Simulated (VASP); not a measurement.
# CdSe (Cadmoselite) (P6_3mc) in VASP: settings compared

Aim: see how the results for CdSe (Cadmoselite) move with the level of theory and the settings. Levels: RPBE+D4, PBE. Tasks: single point.

All numbers are computed with VASP 6.6.1; they aren't measurements. Logs are shortened: lines on timing, memory, paths and dates and some standing lists are left out, and cuts for length are marked.

**What was measured.**

From a printed reference work, data compilation, for a bulk crystal of CdSe at 2 K: band gap 1.841 eV.

How close the calculation comes is told below.

### 1 The cell of the first run

The structure is hexagonal, space group P6_3mc (No. 186). The conventional cell has a = 4.384 Å, b = 4.384 Å, c = 7.158 Å, α = 90.00°, β = 90.00°, γ = 120.00°. Cd (site symmetry 3m) has 4 Se at 2.66 to 2.76 Å within 3.5 Å. Within 3.5 Å of Se (site symmetry 3m) lie 4 Cd at 2.66 to 2.76 Å.

### 2 Single point, RPBE+D4

Input file INCAR:

```
SYSTEM = CdSe
PREC = Accurate
ENCUT = 520
EDIFF = 1E-6
ISMEAR = -1
SIGMA = 0.05
LREAL = .FALSE.
LASPH = .TRUE.
NELM = 100
ALGO = Normal
ISIF = 2
LWAVE = .FALSE.
LCHARG = .FALSE.
GGA = RP
IVDW = 13
NBANDS = 26
```

Input file KPOINTS:

```
Automatic mesh
0
G
  7 7 4
  0 0 0
```

Input file POSCAR:

```
CdSe
1.0
    4.3843351364      0.0000000000      0.0000000000
   -2.1921675682      3.7969456069      0.0000000000
    0.0000000000      0.0000000000      7.1576820134
Cd Se
2 2
Direct
    0.6666666667      0.3333333333      0.5000000000
    0.3333333333      0.6666666667      0.0000000000
    0.6666666667      0.3333333333      0.8850000000
    0.3333333333      0.6666666667      0.3850000000
```

Potentials or basis: VASP PAW PBE potentials, release 64 (Cd, Se).

Command:

```console
$ cat potpaw_PBE.64/Cd/POTCAR potpaw_PBE.64/Se/POTCAR > POTCAR
$ mpirun -np 1 vasp_std > vasp.out
```

OUTCAR:

```text
SYSTEM = CdSe
   PREC = Accurate
   ENCUT = 520
   EDIFF = 1E-6
   ISMEAR = -1
   LREAL = .FALSE.
   LASPH = .TRUE.
   NELM = 100
   ISIF = 2
   GGA = RP
   IVDW = 13

 ion  position               nearest neighbor table
   1  0.667  0.333  0.500-   4 2.66   4 2.66   4 2.66   3 2.76
   2  0.333  0.667  0.000-   3 2.66   3 2.66   3 2.66   4 2.76
   3  0.667  0.333  0.885-   2 2.66   2 2.66   2 2.66   1 2.76
   4  0.333  0.667  0.385-   1 2.66   1 2.66   1 2.66   2 2.76

  LATTYP: Found a hexagonal cell.
 ALAT       =     4.3843351364
 C/A-ratio  =     1.6325581395

  Lattice vectors:

 A1 = (   4.3843351364,   0.0000000000,   0.0000000000)
 A2 = (  -2.1921675682,   3.7969456069,   0.0000000000)
 A3 = (   0.0000000000,   0.0000000000,   7.1576820134)

Analysis of symmetry for initial positions (statically):
=====================================================================
 Subroutine PRICEL returns:
 Original cell was already a primitive cell.

 Routine SETGRP: Setting up the symmetry group for a
 hexagonal supercell.

 Subroutine GETGRP returns: Found 12 space group operations
 (whereof  6 operations were pure point group operations)
 out of a pool of 24 trial point group operations.

The static configuration has the point symmetry C_3v.
 The point group associated with its full space group is C_6v.

Analysis of symmetry for dynamics (positions and initial velocities):
=====================================================================
 Subroutine PRICEL returns:
 Original cell was already a primitive cell.

 Routine SETGRP: Setting up the symmetry group for a
 hexagonal supercell.

 Subroutine GETGRP returns: Found 12 space group operations
 (whereof  6 operations were pure point group operations)
 out of a pool of 24 trial point group operations.

The dynamic configuration has the point symmetry C_3v.
 The point group associated with its full space group is C_6v.

 Subroutine INISYM returns: Found 12 space group operations
 (whereof  6 operations are pure point group operations),
 and found     1 'primitive' translations

----------------------------------------------------------------------------------------

                                     Primitive cell

  volume of cell :     119.1545

  direct lattice vectors                    reciprocal lattice vectors
     4.384335136  0.000000000  0.000000000     0.228084754  0.131684794  0.000000000
    -2.192167568  3.796945607  0.000000000     0.000000000  0.263369588  0.000000000
     0.000000000  0.000000000  7.157682013     0.000000000  0.000000000  0.139710034

  length of vectors
[... 86 lines left out ...]
   LREAL  =      F    real-space projection
   EDIFFG = 0.1E-04   stopping-criterion for IOM
   NSW    =      0    number of steps for IOM
   IBRION =     -1    ionic relax: 0-MD 1-quasi-New 2-CG
   NFREE  =      0    steps in history (QN), initial steepest desc. (CG)
   ISIF   =      2    stress and relaxation
   ISYM   =      2    0-nonsym 1-usesym 2-fastsym
   POTIM  = 0.5000    time-step for ionic-motion
   TEBEG  =    0.0;   TEEND  =   0.0 temperature during run
   PSTRESS=    0.0 pullay stress
   NELECT =      36.0000    total number of electrons
   NUPDOWN=      -1.0000    fix difference up-down
   EMIN   =  10.00;   EMAX   =-10.00  energy-range for DOS
   EFERMI =   0.00;   METHOD = LEGACY
   ISMEAR =    -1;   SIGMA  =   0.05  broadening in eV -4-tet -1-fermi 0-gaus
   EFERMI_NEDOS =   21; number of points for ismear=-14 and -15
   IALGO  =     38    algorithm
   IMIX   =      4    mixing-type and parameters
     AMIX     =   0.40;   BMIX     =  1.00
     AMIX_MAG =   1.60;   BMIX_MAG =  1.00
  volume/ion in A,a.u.               =      29.79       201.02
  Fermi-wavevector in a.u.,A,eV,Ry     =   1.098514  2.075890 16.418591  1.206732
  Thomas-Fermi vector in A             =   2.234893
   LORBIT       =      0    0 simple, 1 ext, 2 COOP (PROOUT), +10 PAW based schemes
   GGA     = RP    functional components
   LHFCALC =     F    Hartree Fock is set to
   AEXX    =    0.0000 exact exchange contribution
   IVDW    =    13    specifies the selected vdW correction
   LEPSILON=     F    determine dielectric tensor
   LRPA    =     F    only Hartree local field effects (RPA)
 non-spin polarized calculation
  energy-cutoff  :      520.00
  volume of cell :      119.15
 maximum number of plane-waves:      3230
 NGX is ok and might be reduce to    36
   NGX = 17   NGY = 17   NGZ = 27

 number of electron      36.0000014 magnetization

 Free energy of the ion-electron system (eV)
  ---------------------------------------------------
  ext. energy  EPLUGINS =         0.00000000
  ---------------------------------------------------
  free energy    TOTEN  =        -9.70397518 eV

  energy without entropy =       -9.70396392  energy(sigma->0) =       -9.70396955

 E-fermi :   1.0255     XC(G=0):  -8.3726

 val. band max:        0.6207554738   @ k =   0.0000   0.0000   0.0000
 cond. band min:       1.3599674884   @ k =   0.0000   0.0000   0.0000
 fundamental gap:      0.7392120146
 Fermi energy:         1.0255192661

 k-point     1 :       0.0000    0.0000    0.0000
  band No.  band energies     occupation
      1     -11.6195      2.00000
      2     -11.3074      2.00000
      3      -7.1472      2.00000
      4      -7.1472      2.00000
      5      -7.0998      2.00000
      6      -7.0998      2.00000
[... 685 lines left out ...]
     25       8.6932      0.00000
     26       8.6932      0.00000

------------------------ aborting loop because EDIFF is reached ----------------------------------------

  DFT-D4 for vdW energy calculation

  Edisp (eV):   -2.22899

  FORCE on cell =-STRESS in cart. coord.  units (eV):
  Direction    XX          YY          ZZ          XY          YZ          ZX
  --------------------------------------------------------------------------------------
  -------------------------------------------------------------------------------------
  Total      -0.65418    -0.65418    -1.90362     0.00000     0.00000     0.00000
  in kB      -8.79629    -8.79629   -25.59646     0.00000     0.00000     0.00000
  external pressure =      -14.40 kB  Pullay stress =        0.00 kB

 VOLUME and BASIS-vectors are now :
 -----------------------------------------------------------------------------
  energy-cutoff  :      520.00
  volume of cell :      119.15
      direct lattice vectors                 reciprocal lattice vectors
     4.384335136  0.000000000  0.000000000     0.228084754  0.131684794  0.000000000
    -2.192167568  3.796945607  0.000000000     0.000000000  0.263369588  0.000000000
     0.000000000  0.000000000  7.157682013     0.000000000  0.000000000  0.139710034

 POSITION                                       TOTAL-FORCE (eV/Angst)
 -----------------------------------------------------------------------------------
      2.19217      1.26565      3.57884        -0.000000     -0.000000      0.235624
     -0.00000      2.53130      0.00000         0.000000      0.000000      0.235624
      2.19217      1.26565      6.33455         0.000000     -0.000000     -0.235624
     -0.00000      2.53130      2.75571         0.000000     -0.000000     -0.235624
 -----------------------------------------------------------------------------------
    total drift:                               -0.000000      0.000000      0.000251

  FREE ENERGIE OF THE ION-ELECTRON SYSTEM (eV)
  ---------------------------------------------------
  free  energy   TOTEN  =       -11.9329628200 eV

  energy  without entropy=      -11.9329515650  energy(sigma->0) =      -11.93295719
```

OSZICAR:

```text
N       E                     dE             d eps       ncg     rms          rms(c)
DAV:   1     0.237313909777E+03    0.23731E+03   -0.16996E+04  1248   0.124E+03
DAV:   2     0.199901544807E+01   -0.23531E+03   -0.22782E+03  1380   0.306E+02
DAV:   3    -0.103404899166E+02   -0.12340E+02   -0.12277E+02  1472   0.696E+01
DAV:   4    -0.104421197599E+02   -0.10163E+00   -0.10155E+00  1376   0.603E+00
DAV:   5    -0.104427842311E+02   -0.66447E-03   -0.66445E-03  1456   0.470E-01    0.820E+00
DAV:   6    -0.972235609786E+01    0.72043E+00   -0.12147E+00  1362   0.993E+00    0.650E+00
DAV:   7    -0.969689978687E+01    0.25456E-01   -0.52922E-01  1320   0.366E+00    0.245E+00
DAV:   8    -0.970142444906E+01   -0.45247E-02   -0.45794E-02  1308   0.208E+00    0.419E-01
DAV:   9    -0.970312062609E+01   -0.16962E-02   -0.68564E-03  1356   0.853E-01    0.949E-02
DAV:  10    -0.970368471166E+01   -0.56409E-03   -0.10947E-03  1318   0.327E-01    0.842E-02
DAV:  11    -0.970396981651E+01   -0.28510E-03   -0.63296E-04  1300   0.126E-01    0.339E-02
DAV:  12    -0.970396412837E+01    0.56881E-05   -0.28492E-05  1404   0.500E-02    0.891E-03
DAV:  13    -0.970397505249E+01   -0.10924E-04   -0.32678E-05  1274   0.304E-02    0.683E-03
DAV:  14    -0.970397518002E+01   -0.12754E-06   -0.67240E-07  1124   0.476E-03
   1 F= -.11932963E+02 E0= -.11932957E+02  d E =-.112550E-04
```

stdout:

```text
POSCAR found type information on POSCAR CdSe
 POSCAR found :  2 types and       4 ions
 scaLAPACK will be used
 -----------------------------------------------------------------------------
|                                                                             |
|                                                                             |
|     You enforced a specific xc type in the INCAR file but a different       |
|     I HOPE YOU KNOW WHAT YOU ARE DOING!                                     |
|                                                                             |
 -----------------------------------------------------------------------------

 LDA part: xc-table for (Slater+PW92), standard interpolation
 POSCAR, INCAR and KPOINTS ok, starting setup
 FFT: planning ... GRIDC
 FFT: planning ... GRID_SOFT
 FFT: planning ... GRID
 WAVECAR not read
 entering main loop
```

Run time: 34 s. Hardware: 1 thread of Intel Xeon 6975P-C (Granite Rapids), shared host; peak memory 0.27 GiB.

Results:

| Quantity | Value |
| --- | --- |
| Free energy | -11.9330 eV |
| Pressure | -1.4 GPa |
| Largest force | 0.236 eV/Å |
| Band gap on the k mesh | 0.74 eV, direct |
| Dispersion energy per atom | -0.557 eV |

Forces on the atoms (eV/Å):
```
Cd   0.000  0.000  0.236
Cd   0.000  0.000  0.236
Se   0.000  0.000 -0.236
Se   0.000  0.000 -0.236
```

Levels at points of the mesh, in eV from the valence-band top:
```csv
k point,band 14,band 15,band 16,band 17,band 18,band 19,band 20,band 21,band 22,band 23
"(0.00, 0.00, 0.00)",-0.64,-0.64,-0.01,-0.01,0.00,0.74,2.17,5.95,5.95,6.19
"(0.00, 0.00, 0.50)",-2.37,-0.34,-0.34,-0.34,-0.34,2.34,2.34,5.88,5.88,6.31
```

Caveat: the PAW data sets were made with another functional, which shifts forces and pressure a little.

(Continued in part 2 of 2.)
